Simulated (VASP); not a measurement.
# ZrN (Fm-3m) in VASP: relaxation of cell and atoms with PBE

Aim: the relaxation of cell and atoms of ZrN with PBE.

All numbers are computed with VASP 6.6.1; they aren't measurements. Logs are shortened: lines on timing, memory, paths and dates and some standing lists are left out, and cuts for length are marked.

### 1 The structure

Symmetry: Fm-3m, No. 225, cubic system. The conventional cell has a = 4.600 Å, b = 4.600 Å, c = 4.600 Å, α = 90.00°, β = 90.00°, γ = 90.00°. Zr (site symmetry m-3m) has 6 N at 2.30 Å as nearest neighbours. N (site symmetry m-3m) has 6 Zr at 2.30 Å as nearest neighbours.

### 2 Relaxation of cell and atoms, PBE, target pressure 15 GPa, at which the enthalpy is minimised

Contents of INCAR:

```
  PREC = Accurate
  ENCUT = 600
  EDIFF = 1E-6
  ISMEAR = 1
  SIGMA = 0.1
  LREAL = False
  LASPH = True
  NELM = 80
  ALGO = Normal
  ISIF = 3
  LWAVE = False
  LCHARG = False
  GGA = PE
  IBRION = 2
  NSW = 60
  EDIFFG = -0.02
  PSTRESS = 150
  KPAR = 4
```

Contents of KPOINTS:

```
regular mesh
0
Gamma
  14 14 14
```

Contents of POSCAR:

```
ZrN
1.0
    0.0000000000      2.3000000000      2.3000000000
    2.3000000000      0.0000000000      2.3000000000
    2.3000000000      2.3000000000      0.0000000000
Zr N
1 1
Direct
    0.5000000000      0.5000000000      0.5000000000
    0.0000000000      0.0000000000      0.0000000000
```

Potentials or basis: VASP PAW PBE potentials, release 64 (Zr_sv, N).

Command:

```bash
> cat potpaw_PBE.64/Zr_sv/POTCAR potpaw_PBE.64/N/POTCAR > POTCAR
> mpirun -np 4 vasp_std > vasp.out
```

OUTCAR:

```text
PREC = Accurate
   ENCUT = 600
   EDIFF = 1E-6
   ISMEAR = 1
   LREAL = False
   LASPH = True
   NELM = 80
   ISIF = 3
   GGA = PE
   IBRION = 2
   NSW = 60
   EDIFFG = -0.02
   PSTRESS = 150

 ion  position               nearest neighbor table
   1  0.500  0.500  0.500-   2 2.30   2 2.30   2 2.30   2 2.30   2 2.30   2 2.30
   2  0.000  0.000  0.000-   1 2.30   1 2.30   1 2.30   1 2.30   1 2.30   1 2.30

  LATTYP: Found a face centered cubic cell.
 ALAT       =     4.6000000000

  Lattice vectors:

 A1 = (   0.0000000000,   2.3000000000,   2.3000000000)
 A2 = (   2.3000000000,   0.0000000000,   2.3000000000)
 A3 = (   2.3000000000,   2.3000000000,   0.0000000000)

Analysis of symmetry for initial positions (statically):
=====================================================================
 Subroutine PRICEL returns:
 Original cell was already a primitive cell.

 Routine SETGRP: Setting up the symmetry group for a
 face centered cubic supercell.

 Subroutine GETGRP returns: Found 48 space group operations
 (whereof 48 operations were pure point group operations)
 out of a pool of 48 trial point group operations.

The static configuration has the point symmetry O_h .

Analysis of symmetry for dynamics (positions and initial velocities):
=====================================================================
 Subroutine PRICEL returns:
 Original cell was already a primitive cell.

 Routine SETGRP: Setting up the symmetry group for a
 face centered cubic supercell.

 Subroutine GETGRP returns: Found 48 space group operations
 (whereof 48 operations were pure point group operations)
 out of a pool of 48 trial point group operations.

The dynamic configuration has the point symmetry O_h .

 Subroutine INISYM returns: Found 48 space group operations
 (whereof 48 operations are pure point group operations),
 and found     1 'primitive' translations

----------------------------------------------------------------------------------------

                                     Primitive cell

  volume of cell :      24.3340

  direct lattice vectors                    reciprocal lattice vectors
     0.000000000  2.300000000  2.300000000    -0.217391304  0.217391304  0.217391304
     2.300000000  0.000000000  2.300000000     0.217391304 -0.217391304  0.217391304
     2.300000000  2.300000000  0.000000000     0.217391304  0.217391304 -0.217391304

  length of vectors
     3.252691193  3.252691193  3.252691193     0.376532784  0.376532784  0.376532784

  position of ions in fractional coordinates (direct lattice)
     0.500000000  0.500000000  0.500000000
     0.000000000  0.000000000  0.000000000

  ion indices of the primitive-cell ions
   primitive index   ion index
                 1           1
                 2           2

----------------------------------------------------------------------------------------

 KPOINTS: regular mesh

Automatic generation of k-mesh.
 Grid dimensions read from file:
 generate k-points for:   14   14   14

 Generating k-lattice:

  Cartesian coordinates                     Fractional coordinates (reciprocal lattice)
    -0.015527950  0.015527950  0.015527950     0.071428571  0.000000000  0.000000000
     0.015527950 -0.015527950  0.015527950     0.000000000  0.071428571  0.000000000
     0.015527950  0.015527950 -0.015527950     0.000000000  0.000000000  0.071428571

  Length of vectors
     0.026895199  0.026895199  0.026895199

  Shift w.r.t. Gamma in fractional coordinates (k-lattice)
     0.000000000  0.000000000  0.000000000

 Subroutine IBZKPT returns following result:
 ===========================================

 Found    104 irreducible k-points:

 Following reciprocal coordinates:
            Coordinates               Weight
  0.000000  0.000000  0.000000      1.000000
  0.071429  0.000000  0.000000      8.000000
  0.142857  0.000000  0.000000      8.000000
  0.214286  0.000000  0.000000      8.000000
  0.285714  0.000000  0.000000      8.000000
  0.357143  0.000000  0.000000      8.000000
[... 16 lines left out ...]
  0.214286  0.142857  0.000000     24.000000
  0.285714  0.142857  0.000000     24.000000
 [... further k-points ...]
   k-points           NKPTS =    104   k-points in BZ     NKDIM =    104   number of bands    NBANDS=     12
   number of dos      NEDOS =    301   number of ions     NIONS =      2
   total plane-waves  NPLWV =  21952
   dimension x,y,z NGX =    28 NGY =   28 NGZ =   28
   dimension x,y,z NGXF=    56 NGYF=   56 NGZF=   56
   ions per type =               1   1
   NGX,Y,Z   is equivalent  to a cutoff of  14.31, 14.31, 14.31 a.u.
   NGXF,Y,Z  is equivalent  to a cutoff of  28.62, 28.62, 28.62 a.u.
 SYSTEM =  unknown system
   PREC   = accura    normal or accurate (medium, high low for compatibility)
   ISTART =      0    job   : 0-new  1-cont  2-samecut
   ICHARG =      2    charge: 1-file 2-atom 10-const
   ISPIN  =      1    spin polarized calculation?
   LNONCOLLINEAR =      F non collinear calculations
   LSORBIT =      F    spin-orbit coupling
   LASPH  =      T    aspherical Exc in radial PAW
   ENCUT  =  600.0 eV  44.10 Ry    6.64 a.u.   6.50  6.50  6.50*2*pi/ulx,y,z
   NELM   =     80;   NELMIN=  2; NELMDL= -5     # of ELM steps
   EDIFF  = 0.1E-05   stopping-criterion for ELM
   LREAL  =      F    real-space projection
   EDIFFG = -.2E-01   stopping-criterion for IOM
   NSW    =     60    number of steps for IOM
   IBRION =      2    ionic relax: 0-MD 1-quasi-New 2-CG
   NFREE  =      1    steps in history (QN), initial steepest desc. (CG)
   ISIF   =      3    stress and relaxation
   ISYM   =      2    0-nonsym 1-usesym 2-fastsym
   POTIM  = 0.5000    time-step for ionic-motion
   TEBEG  =    0.0;   TEEND  =   0.0 temperature during run
   PSTRESS=  150.0 pullay stress
   NELECT =      17.0000    total number of electrons
   NUPDOWN=      -1.0000    fix difference up-down
   EMIN   =  10.00;   EMAX   =-10.00  energy-range for DOS
   EFERMI =   0.00;   METHOD = LEGACY
   ISMEAR =     1;   SIGMA  =   0.10  broadening in eV -4-tet -1-fermi 0-gaus
   EFERMI_NEDOS =   21; number of points for ismear=-14 and -15
   IALGO  =     38    algorithm
   IMIX   =      4    mixing-type and parameters
     AMIX     =   0.40;   BMIX     =  1.00
     AMIX_MAG =   1.60;   BMIX_MAG =  1.00
  volume/ion in A,a.u.               =      12.17        82.11
  Fermi-wavevector in a.u.,A,eV,Ry     =   1.452624  2.745062 28.709889  2.110117
  Thomas-Fermi vector in A             =   2.569985
   LORBIT       =      0    0 simple, 1 ext, 2 COOP (PROOUT), +10 PAW based schemes
   GGA     = PE    functional components
   LHFCALC =     F    Hartree Fock is set to
   AEXX    =    0.0000 exact exchange contribution
   IVDW    =     0    specifies the selected vdW correction
   LEPSILON=     F    determine dielectric tensor
   LRPA    =     F    only Hartree local field effects (RPA)
 conjugate gradient relaxation of ions
 non-spin polarized calculation
 Methfessel and Paxton  Order N= 1 SIGMA  =   0.10
  energy-cutoff  :      600.00
  volume of cell :       24.33
 maximum number of plane-waves:       869
 NGX is ok and might be reduce to    28
   NGX = 13   NGY = 13   NGZ = 13

--------------------------------------- Ionic step        1  -------------------------------------------

 number of electron      17.0000000 magnetization

 Free energy of the ion-electron system (eV)
  ---------------------------------------------------
  ext. energy  EPLUGINS =         0.00000000
  ---------------------------------------------------
  free energy    TOTEN  =       -20.36832204 eV

  energy without entropy =      -20.36728351  energy(sigma->0) =      -20.36797586

------------------------ aborting loop because EDIFF is reached ----------------------------------------

  FORCE on cell =-STRESS in cart. coord.  units (eV):
  Direction    XX          YY          ZZ          XY          YZ          ZX
  --------------------------------------------------------------------------------------
  -------------------------------------------------------------------------------------
  Total       -0.1044385     -0.1044385     -0.1044385      0.0000000      0.0000000     -0.0000000
  in kB       -6.8763453     -6.8763453     -6.8763453      0.0000000      0.0000000     -0.0000000
  external PRESSURE =    -156.8763453 kB  Pullay stress =     150.0000000 kB
[... 99 lines left out ...]
  enthalpy is  TOTEN    =       -18.1585909716 eV   P V=        2.1584306709

--------------------------------------- Ionic step        4  -------------------------------------------

 number of electron      17.0000001 magnetization

 Free energy of the ion-electron system (eV)
  ---------------------------------------------------
  ext. energy  EPLUGINS =         0.00000000
  ---------------------------------------------------
  free energy    TOTEN  =       -20.31274108 eV

  energy without entropy =      -20.31177871  energy(sigma->0) =      -20.31242029

 E-fermi :  12.5983     XC(G=0): -12.7483

 val. band max:       12.5933725874   @ k =   0.5000   0.2143   0.0000
 cond. band min:      12.6029160064   @ k =   0.3571   0.1429   0.0714
 fundamental gap:      0.0095434189
 Fermi energy:        12.5983309368

 k-point     1 :       0.0000    0.0000    0.0000
  band No.  band energies     occupation
      1     -36.8962      2.00000
      2     -14.4657      2.00000
      3     -14.4657      2.00000
      4     -14.4657      2.00000
      5      -3.8916      2.00000
      6       9.8572      2.00000
      7       9.8572      2.00000
      8       9.8572      2.00000
      9      12.1547      2.00000
     10      12.1547      2.00000
     11      12.1547      2.00000
     12      14.2641     -0.00000
[... 331 lines left out ...]
 k-point    24 :       0.2857    0.1429    0.0000
  band No.  band energies     occupation
      1     -36.7939      2.00000
      2     -15.1602      2.00000
      3     -14.6150      2.00000
      4     -14.5930      2.00000
      5      -2.7664      2.00000
      6       6.4389      2.00000
      7       8.1557      2.00000
      8       8.4886      2.00000
      9      11.5572      2.00000
     10      14.8162      0.00000
     11      14.8339      0.00000
     12      16.2088      0.00000

 [... further k-points ...]
[... 5 lines left out ...]
  --------------------------------------------------------------------------------------
  -------------------------------------------------------------------------------------
  Total        2.1384220      2.1384220      2.1384220      0.0000000      0.0000000      0.0000000
  in kB      148.9134618    148.9134618    148.9134618      0.0000000      0.0000000      0.0000000
  external PRESSURE =      -1.0865382 kB  Pullay stress =     150.0000000 kB
[... 17 lines left out ...]
  FREE ENERGIE OF THE ION-ELECTRON SYSTEM (eV)
  ---------------------------------------------------
  free  energy   TOTEN  =       -20.3127410767 eV

  energy  without entropy=      -20.3117787132  energy(sigma->0) =      -20.31242029

  enthalpy is  TOTEN    =       -18.1587162408 eV   P V=        2.1540248360

 reached required accuracy - stopping structural energy minimisation
```

Run time: 79 s. Hardware: 4 MPI ranks of Intel Xeon Platinum 8175M at 2.50GHz (Skylake/Cascade Lake), shared host; peak memory 0.19 GiB.

What came out:

* Free energy: -20.3127 eV
* Relaxed volume: 11.50 Å³/atom
* Relaxed cell: a = 3.192 Å, b = 3.192 Å, c = 3.192 Å, α = 60.00°, β = 60.00°, γ = 60.00°
* Space group after relaxing (to 0.05 Å): Fm-3m (No. 225)
* Energy change on relaxing (the enthalpy is what falls): +27.8 meV/atom
* Ionic steps: 4
* Pressure after relaxing: 14.9 GPa
* Band gap on the k mesh: none (metal or under the smearing width)

Step by step:
```
step  energy change (eV)  largest force (eV/Å)  pressure (GPa)  volume (Å³)
   1              0.0000                0.0000           -0.69        24.33
   2              0.6603                0.0000           63.47        20.37
   3              0.0513                0.0000           14.26        23.05
   4              0.0556                0.0000           14.89        23.01
```

Final structure:
```cif
data_structure
_symmetry_space_group_name_H-M 'P 1'
_symmetry_Int_Tables_number 1
_cell_length_a 3.1925
_cell_length_b 3.1925
_cell_length_c 3.1925
_cell_angle_alpha 60.000
_cell_angle_beta 60.000
_cell_angle_gamma 60.000
_cell_volume 23.01
loop_
_atom_site_label
_atom_site_type_symbol
_atom_site_fract_x
_atom_site_fract_y
_atom_site_fract_z
_atom_site_occupancy
Zr1 Zr 0.50000 0.50000 0.50000 1
N1 N 0.00000 0.00000 0.00000 1
```

Levels at points of the mesh, in eV from the Fermi level:
```csv
k point,band 7,band 8,band 9,band 10,band 11,band 12
"(0.00, 0.00, 0.00)",-2.74,-2.74,-0.44,-0.44,-0.44,1.67
"(0.50, 0.00, 0.00)",-5.94,-5.94,3.21,3.28,3.28,4.95
"(0.50, 0.50, 0.00)",-3.70,-3.20,-3.20,3.58,4.83,4.83
```

Caveat: the cell is relaxed towards a set pressure, so the enthalpy falls and the energy may rise.
